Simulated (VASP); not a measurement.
# NaI (Fm-3m) in VASP: a series of runs

Runs on NaI. Level: PBEsol. Tasks: relaxation of cell and atoms, relaxation of the atoms.

Everything below comes from runs of VASP 6.6.1. Logs are shortened: lines on timing, memory, paths and dates and some standing lists are left out, and cuts for length are marked.

### 1 Starting point

Symmetry: Fm-3m, No. 225, cubic system. Conventional cell: a = 6.411 Å, b = 6.411 Å, c = 6.411 Å, α = 90.00°, β = 90.00°, γ = 90.00°. Na (site symmetry m-3m) is surrounded by 6 I at 3.21 Å. I (site symmetry m-3m) has 6 Na at 3.21 Å as nearest neighbours.

### 2 Relaxation of cell and atoms, PBEsol

Contents of INCAR:

```
SYSTEM = NaI
  ALGO = Normal
  EDIFF = 1E-7
  EDIFFG = -0.005
  ENCUT = 600
  GGA = PS
  IBRION = 2
  ISIF = 3
  ISMEAR = 0
  LASPH = .TRUE.
  LCHARG = .FALSE.
  LREAL = .FALSE.
  LWAVE = .FALSE.
  NELM = 80
  NSW = 90
  PREC = Accurate
  SIGMA = 0.03
```

Contents of KPOINTS:

```
k-points
0
G
  8 8 8
  0 0 0
```

Contents of POSCAR:

```
NaI                                     
1.0
   -0.0000000000      3.2056390984      3.2056390984
    3.2056390984      0.0000000000      3.2056390984
    3.2056390984      3.2056390984      0.0000000000
  Na              I             
     1     1
Direct
     0.0000000000000000    0.0000000000000000    0.0000000000000000
     0.5000000000000000    0.5000000000000000    0.5000000000000000
```

Potentials or basis: VASP PAW PBE potentials, release 64 (Na_pv, I).

Command:

```
$ cat potpaw_PBE.64/Na_pv/POTCAR potpaw_PBE.64/I/POTCAR > POTCAR
$ mpirun -np 1 vasp_std > vasp.out
```

OUTCAR:

```text
SYSTEM = NaI
   EDIFF = 1E-7
   EDIFFG = -0.005
   ENCUT = 600
   GGA = PS
   IBRION = 2
   ISIF = 3
   ISMEAR = 0
   LASPH = .TRUE.
   LREAL = .FALSE.
   NELM = 80
   NSW = 90
   PREC = Accurate

 ion  position               nearest neighbor table
   1  0.000  0.000  0.000-
   2  0.500  0.500  0.500-

  LATTYP: Found a face centered cubic cell.
 ALAT       =     6.4112781968

  Lattice vectors:

 A1 = (   0.0000000000,   3.2056390984,   3.2056390984)
 A2 = (   3.2056390984,   0.0000000000,   3.2056390984)
 A3 = (   3.2056390984,   3.2056390984,   0.0000000000)

Analysis of symmetry for initial positions (statically):
=====================================================================
 Subroutine PRICEL returns:
 Original cell was already a primitive cell.

 Routine SETGRP: Setting up the symmetry group for a
 face centered cubic supercell.

 Subroutine GETGRP returns: Found 48 space group operations
 (whereof 48 operations were pure point group operations)
 out of a pool of 48 trial point group operations.

The static configuration has the point symmetry O_h .

Analysis of symmetry for dynamics (positions and initial velocities):
=====================================================================
 Subroutine PRICEL returns:
 Original cell was already a primitive cell.

 Routine SETGRP: Setting up the symmetry group for a
 face centered cubic supercell.

 Subroutine GETGRP returns: Found 48 space group operations
 (whereof 48 operations were pure point group operations)
 out of a pool of 48 trial point group operations.

The dynamic configuration has the point symmetry O_h .

 Subroutine INISYM returns: Found 48 space group operations
 (whereof 48 operations are pure point group operations),
 and found     1 'primitive' translations

----------------------------------------------------------------------------------------

                                     Primitive cell

  volume of cell :      65.8831

  direct lattice vectors                    reciprocal lattice vectors
     0.000000000  3.205639098  3.205639098    -0.155975138  0.155975138  0.155975138
     3.205639098  0.000000000  3.205639098     0.155975138 -0.155975138  0.155975138
     3.205639098  3.205639098  0.000000000     0.155975138  0.155975138 -0.155975138

  length of vectors
     4.533458289  4.533458289  4.533458289     0.270156863  0.270156863  0.270156863

  position of ions in fractional coordinates (direct lattice)
     0.000000000  0.000000000  0.000000000
     0.500000000  0.500000000  0.500000000

  ion indices of the primitive-cell ions
   primitive index   ion index
                 1           1
                 2           2

----------------------------------------------------------------------------------------

 KPOINTS: k-points

Automatic generation of k-mesh.
 Grid dimensions read from file:
 generate k-points for:    8    8    8

 Generating k-lattice:

  Cartesian coordinates                     Fractional coordinates (reciprocal lattice)
    -0.019496892  0.019496892  0.019496892     0.125000000  0.000000000  0.000000000
     0.019496892 -0.019496892  0.019496892     0.000000000  0.125000000  0.000000000
     0.019496892  0.019496892 -0.019496892     0.000000000  0.000000000  0.125000000

  Length of vectors
     0.033769608  0.033769608  0.033769608

  Shift w.r.t. Gamma in fractional coordinates (k-lattice)
     0.000000000  0.000000000  0.000000000

 Subroutine IBZKPT returns following result:
 ===========================================

 Found     29 irreducible k-points:

 Following reciprocal coordinates:
            Coordinates               Weight
  0.000000  0.000000  0.000000      1.000000
  0.125000  0.000000  0.000000      8.000000
  0.250000  0.000000  0.000000      8.000000
  0.375000  0.000000  0.000000      8.000000
  0.500000  0.000000  0.000000      4.000000
  0.125000  0.125000  0.000000      6.000000
[... 16 lines left out ...]
  0.500000  0.250000  0.125000     48.000000
 -0.375000  0.250000  0.125000     24.000000
 [... further k-points ...]
[... 34 lines left out ...]
 -----------------------------------------------------------------------------------
      0.00000      0.00000      0.00000         0.000000      0.000000     -0.000000
      3.20564      3.20564      3.20564        -0.000000     -0.000000      0.000000
 -----------------------------------------------------------------------------------
    total drift:                                0.000000      0.000000      0.000000

  FREE ENERGIE OF THE ION-ELECTRON SYSTEM (eV)
  ---------------------------------------------------
  free  energy   TOTEN  =        -5.6699782804 eV

  energy  without entropy=       -5.6699782804  energy(sigma->0) =       -5.66997828

--------------------------------------- Ionic step        2  -------------------------------------------

 number of electron      13.9999998 magnetization

 Free energy of the ion-electron system (eV)
  ---------------------------------------------------
  ext. energy  EPLUGINS =         0.00000000
  ---------------------------------------------------
  free energy    TOTEN  =        -5.66998878 eV

  energy without entropy =       -5.66998878  energy(sigma->0) =       -5.66998878

 E-fermi :   1.0612     XC(G=0):  -7.9665

 val. band max:        0.9265461069   @ k =   0.0000   0.0000   0.0000
 cond. band min:       4.5090702074   @ k =   0.0000   0.0000   0.0000
 fundamental gap:      3.5825241005
 Fermi energy:         1.0612264213

 k-point     1 :       0.0000    0.0000    0.0000
  band No.  band energies     occupation
      1     -21.2866      2.00000
      2     -21.2866      2.00000
      3     -21.2866      2.00000
      4     -10.2092      2.00000
      5       0.9265      2.00000
      6       0.9265      2.00000
      7       0.9265      2.00000
      8       4.5091      0.00000
      9       8.7711      0.00000
     10       8.7711      0.00000
     11       8.7711      0.00000

 k-point     2 :       0.1250    0.0000    0.0000
  band No.  band energies     occupation
      1     -21.2875      2.00000
      2     -21.2866      2.00000
      3     -21.2866      2.00000
      4     -10.1620      2.00000
      5       0.4288      2.00000
      6       0.8781      2.00000
      7       0.8781      2.00000
      8       5.0523      0.00000
      9       8.3886      0.00000
     10       8.9308      0.00000
     11       8.9308      0.00000
[... 295 lines left out ...]
 k-point    24 :      -0.3750    0.2500    0.1250
  band No.  band energies     occupation
      1     -21.2919      2.00000
      2     -21.2885      2.00000
      3     -21.2875      2.00000
      4      -9.8168      2.00000
      5      -1.1118      2.00000
      6      -0.0590      2.00000
      7       0.4023      2.00000
      8       6.9653      0.00000
      9       7.2165      0.00000
     10       9.1834      0.00000
     11       9.2018      0.00000

 [... further k-points ...]

------------------------ aborting loop because EDIFF is reached ----------------------------------------

  FORCE on cell =-STRESS in cart. coord.  units (eV):
  Direction    XX          YY          ZZ          XY          YZ          ZX
  --------------------------------------------------------------------------------------
  -------------------------------------------------------------------------------------
  Total       -0.0059689     -0.0059689     -0.0059689      0.0000000      0.0000000     -0.0000000
  in kB       -0.1453021     -0.1453021     -0.1453021      0.0000000      0.0000000     -0.0000000
  external PRESSURE =      -0.1453021 kB  Pullay stress =       0.0000000 kB

 VOLUME and BASIS-vectors are now :
 -----------------------------------------------------------------------------
  energy-cutoff  :      600.00
  volume of cell :       65.82
      direct lattice vectors                 reciprocal lattice vectors
     0.000000000  3.204552329  3.204552329    -0.156028034  0.156028034  0.156028034
     3.204552329  0.000000000  3.204552329     0.156028034 -0.156028034  0.156028034
     3.204552329  3.204552329  0.000000000     0.156028034  0.156028034 -0.156028034

 POSITION                                       TOTAL-FORCE (eV/Angst)
 -----------------------------------------------------------------------------------
      3.20455      3.20455      6.40910         0.000000     -0.000000      0.000000
      3.20455      3.20455      3.20455        -0.000000      0.000000     -0.000000
 -----------------------------------------------------------------------------------
    total drift:                                0.000000      0.000000      0.000000

  FREE ENERGIE OF THE ION-ELECTRON SYSTEM (eV)
  ---------------------------------------------------
  free  energy   TOTEN  =        -5.6699887825 eV

  energy  without entropy=       -5.6699887825  energy(sigma->0) =       -5.66998878

 reached required accuracy - stopping structural energy minimisation
```

Wall time 20 s (1 thread of AMD EPYC 9R45 (Zen 5), shared host); peak memory 0.19 GiB.

What came out:

| Property | Result |
| --- | --- |
| Free energy | -5.6700 eV |
| Relaxed volume | 32.91 Å³/atom |
| Relaxed cell | a = 4.532 Å, b = 4.532 Å, c = 4.532 Å, α = 60.00°, β = 60.00°, γ = 60.00° |
| Space group after relaxing (to 0.05 Å) | Fm-3m (No. 225) |
| Energy gained by relaxing | 0.0 meV/atom |
| Ionic steps | 2 |
| Pressure after relaxing | 0.0 GPa |
| Band gap on the k mesh | 3.58 eV, direct |

Final structure:
```cif
data_structure
_symmetry_space_group_name_H-M 'P 1'
_symmetry_Int_Tables_number 1
_cell_length_a 4.5319
_cell_length_b 4.5319
_cell_length_c 4.5319
_cell_angle_alpha 60.000
_cell_angle_beta 60.000
_cell_angle_gamma 60.000
_cell_volume 65.82
loop_
_atom_site_label
_atom_site_type_symbol
_atom_site_fract_x
_atom_site_fract_y
_atom_site_fract_z
_atom_site_occupancy
Na1 Na 0.00000 0.00000 0.00000 1
I1 I 0.50000 0.50000 0.50000 1
```

Levels at points of the mesh, in eV from the valence-band top:
```tsv
k point	band 4	band 5	band 6	band 7	band 8	band 9	band 10	band 11
(0.00, 0.00, 0.00)	-11.14	0.00	0.00	0.00	3.58	7.84	7.84	7.84
(0.50, 0.00, 0.00)	-10.79	-2.33	-0.30	-0.30	4.95	7.40	7.40	8.91
(0.50, 0.50, 0.00)	-10.71	-2.04	-0.80	-0.80	4.46	5.37	9.90	11.37
```

Caveat: the PAW data sets were made with another functional, which shifts forces and pressure a little; spin-orbit coupling is left out, which moves the levels of the heavy elements.

### 3 Relaxation of the atoms, PBEsol (a relaxed cell with its volume scaled by 0.94)

Contents of INCAR:

```
SYSTEM = NaI
  ALGO = Normal
  EDIFF = 1E-7
  EDIFFG = -0.01
  ENCUT = 600
  GGA = PS
  IBRION = 2
  ISIF = 2
  ISMEAR = 0
  LASPH = .TRUE.
  LCHARG = .FALSE.
  LREAL = .FALSE.
  LWAVE = .FALSE.
  NELM = 80
  NSW = 40
  PREC = Accurate
  SIGMA = 0.03
```

KPOINTS is that of step 2.

Contents of POSCAR:

```
NaI                                     
1.0
    0.0000000000      3.1391349457      3.1391349457
    3.1391349457      0.0000000000      3.1391349457
    3.1391349457      3.1391349457      0.0000000000
  Na              I             
     1     1
Direct
     1.0000000000000000    1.0000000000000000    0.0000000000000000
     0.5000000000000000    0.5000000000000000    0.5000000000000000
```

Potentials or basis: VASP PAW PBE potentials, release 64 (Na_pv, I).

Command:

```
$ cat potpaw_PBE.64/Na_pv/POTCAR potpaw_PBE.64/I/POTCAR > POTCAR
$ mpirun -np 1 vasp_std > vasp.out
```

It took 13 s on 1 thread of AMD EPYC 9R45 (Zen 5), shared host; peak memory 0.17 GiB.

It converged, with:

```yaml
Free_energy: -5.6559 eV
Pressure_after_relaxing: 1.2 GPa
Band_gap_on_the_k_mesh: 3.76 eV, direct
```

Final structure:
```
Na I
1.0
     0.00000    3.13913    3.13913
     3.13913    0.00000    3.13913
     3.13913    3.13913    0.00000
Na I
1 1
Direct
  0.00000 0.00000 0.00000
  0.50000 0.50000 0.50000
```

Levels at points of the mesh, in eV from the valence-band top:
```
           k point  band 5  band 6  band 7  band 8  band 9  band 10
(0.00, 0.00, 0.00)    0.00    0.00    0.00    3.76    7.83     7.83
(0.50, 0.00, 0.00)   -2.57   -0.35   -0.35    4.96    7.44     7.44
(0.50, 0.50, 0.00)   -2.26   -0.89   -0.89    4.49    5.24    10.31
```

Caveat: the relaxation stopped at its first step, so nothing moved; the PAW data sets were made with another functional, which shifts forces and pressure a little; spin-orbit coupling is left out, which moves the levels of the heavy elements.

### 4 Relaxation of the atoms, PBEsol (a relaxed cell with its volume scaled by 0.96)

INCAR is that of step 3.

KPOINTS is that of step 3.

Contents of POSCAR:

```
NaI                                     
1.0
    0.0000000000      3.1612422582      3.1612422582
    3.1612422582      0.0000000000      3.1612422582
    3.1612422582      3.1612422582      0.0000000000
  Na              I             
     1     1
Direct
     1.0000000000000000    1.0000000000000000    0.0000000000000000
     0.5000000000000000    0.5000000000000000    0.5000000000000000
```

Command:

```
$ cat potpaw_PBE.64/Na_pv/POTCAR potpaw_PBE.64/I/POTCAR > POTCAR
$ mpirun -np 1 vasp_std > vasp.out
```

It took 12 s on 1 thread of AMD EPYC 9R45 (Zen 5), shared host; peak memory 0.18 GiB.

Results (log left out):

* Free energy: -5.6640 eV
* Pressure after relaxing: 0.7 GPa
* Band gap on the k mesh: 3.70 eV, direct

Final structure:
```
CELL_PARAMETERS angstrom
0.00000 3.16124 3.16124
3.16124 0.00000 3.16124
3.16124 3.16124 0.00000
ATOMIC_POSITIONS crystal
Na 0.00000 0.00000 0.00000
I 0.50000 0.50000 0.50000
```

Levels at points of the mesh, in eV from the valence-band top:
| k point | band 4 | band 5 | band 6 | band 7 | band 8 | band 9 | band 10 | band 11 |
| --- | --- | --- | --- | --- | --- | --- | --- | --- |
| (0.00, 0.00, 0.00) | -11.25 | 0.00 | 0.00 | 0.00 | 3.70 | 7.84 | 7.84 | 7.84 |
| (0.50, 0.00, 0.00) | -10.86 | -2.48 | -0.33 | -0.33 | 4.96 | 7.43 | 7.43 | 9.22 |
| (0.50, 0.50, 0.00) | -10.77 | -2.18 | -0.86 | -0.86 | 4.48 | 5.28 | 10.17 | 11.62 |

Caveat: the relaxation stopped at its first step, so nothing moved; the PAW data sets were made with another functional, which shifts forces and pressure a little; spin-orbit coupling is left out, which moves the levels of the heavy elements.

### 5 Relaxation of the atoms, PBEsol (a relaxed cell with its volume scaled by 0.98)

INCAR is that of step 4.

KPOINTS is that of step 4.

Contents of POSCAR:

```
NaI                                     
1.0
    0.0000000000      3.1830446179      3.1830446179
    3.1830446179      0.0000000000      3.1830446179
    3.1830446179      3.1830446179      0.0000000000
  Na              I             
     1     1
Direct
     1.0000000000000000    1.0000000000000000    0.0000000000000000
     0.5000000000000000    0.5000000000000000    0.5000000000000000
```

Command:

```
$ cat potpaw_PBE.64/Na_pv/POTCAR potpaw_PBE.64/I/POTCAR > POTCAR
$ mpirun -np 1 vasp_std > vasp.out
```

It took 12 s on 1 thread of AMD EPYC 9R45 (Zen 5), shared host; peak memory 0.17 GiB.

Results (log left out):

```
Free energy             : -5.6686 eV
Pressure after relaxing : 0.3 GPa
Band gap on the k mesh  : 3.64 eV, direct
```

Final structure:
```
Na I
1.0
     0.00000    3.18304    3.18304
     3.18304    0.00000    3.18304
     3.18304    3.18304    0.00000
Na I
1 1
Direct
  0.00000 0.00000 0.00000
  0.50000 0.50000 0.50000
```

Levels at points of the mesh, in eV from the valence-band top:
| k point | band 4 | band 5 | band 6 | band 7 | band 8 | band 9 | band 10 | band 11 |
| --- | --- | --- | --- | --- | --- | --- | --- | --- |
| (0.00, 0.00, 0.00) | -11.19 | 0.00 | 0.00 | 0.00 | 3.64 | 7.84 | 7.84 | 7.84 |
| (0.50, 0.00, 0.00) | -10.82 | -2.40 | -0.32 | -0.32 | 4.96 | 7.41 | 7.41 | 9.06 |
| (0.50, 0.50, 0.00) | -10.74 | -2.11 | -0.83 | -0.83 | 4.47 | 5.33 | 10.04 | 11.49 |

Caveat: the relaxation stopped at its first step, so nothing moved; the PAW data sets were made with another functional, which shifts forces and pressure a little; spin-orbit coupling is left out, which moves the levels of the heavy elements.

### 6 Relaxation of the atoms, PBEsol

INCAR is that of step 5.

KPOINTS is that of step 5.

Contents of POSCAR:

```
NaI                                     
1.0
    0.0000000000      3.2045523285      3.2045523285
    3.2045523285      0.0000000000      3.2045523285
    3.2045523285      3.2045523285      0.0000000000
  Na              I             
     1     1
Direct
     1.0000000000000000    1.0000000000000000    0.0000000000000000
     0.5000000000000000    0.5000000000000000    0.5000000000000000
```

Potentials or basis: VASP PAW PBE potentials, release 64 (Na_pv, I).

Command:

```
$ cat potpaw_PBE.64/Na_pv/POTCAR potpaw_PBE.64/I/POTCAR > POTCAR
$ mpirun -np 1 vasp_std > vasp.out
```

It took 12 s on 1 thread of AMD EPYC 9R45 (Zen 5), shared host; peak memory 0.18 GiB.

It converged, with:

```
Free energy             : -5.6700 eV
Pressure after relaxing : 0.0 GPa
Band gap on the k mesh  : 3.58 eV, direct
```

Final structure:
```
Na I
1.0
     0.00000    3.20455    3.20455
     3.20455    0.00000    3.20455
     3.20455    3.20455    0.00000
Na I
1 1
Cartesian
  0.0000 0.0000 0.0000
  3.2046 3.2046 3.2046
```

Levels at points of the mesh, in eV from the valence-band top:
```tsv
k point	band 3	band 4	band 5	band 6	band 7	band 8	band 9	band 10	band 11
(0.00, 0.00, 0.00)	-22.21	-11.14	0.00	0.00	0.00	3.58	7.84	7.84	7.84
(0.50, 0.00, 0.00)	-22.21	-10.79	-2.33	-0.30	-0.30	4.95	7.40	7.40	8.91
(0.50, 0.50, 0.00)	-22.22	-10.71	-2.04	-0.80	-0.80	4.46	5.37	9.90	11.37
```

Caveat: the relaxation stopped at its first step, so nothing moved; the PAW data sets were made with another functional, which shifts forces and pressure a little; spin-orbit coupling is left out, which moves the levels of the heavy elements.

### 7 Overview

| task | cell | gap on the mesh (eV) | pressure (GPa) |
| --- | --- | --- | --- |
| relaxation of cell and atoms | relaxed | 3.58 | 0.0 |
| relaxation of the atoms | atoms relaxed from: a relaxed cell with its volume scaled by 0.94 | 3.76 | 1.2 |
| relaxation of the atoms | atoms relaxed from: a relaxed cell with its volume scaled by 0.96 | 3.70 | 0.7 |
| relaxation of the atoms | atoms relaxed from: a relaxed cell with its volume scaled by 0.98 | 3.64 | 0.3 |
| relaxation of the atoms | atoms relaxed | 3.58 | 0.0 |

Alike in all rows: level PBEsol; potentials or basis VASP PAW PBE potentials, release 64 (Na_pv, I); no spin polarisation; k mesh 8 × 8 × 8; cutoff (eV) 600; smearing gaussian 0.03 eV.

Caveats: the PAW data sets were made with another functional, which shifts forces and pressure a little; spin-orbit coupling is left out, which moves the levels of the heavy elements; the relaxation stopped at its first step, so nothing moved (some runs).

Absolute energies hang on the potentials; compare differences alone.
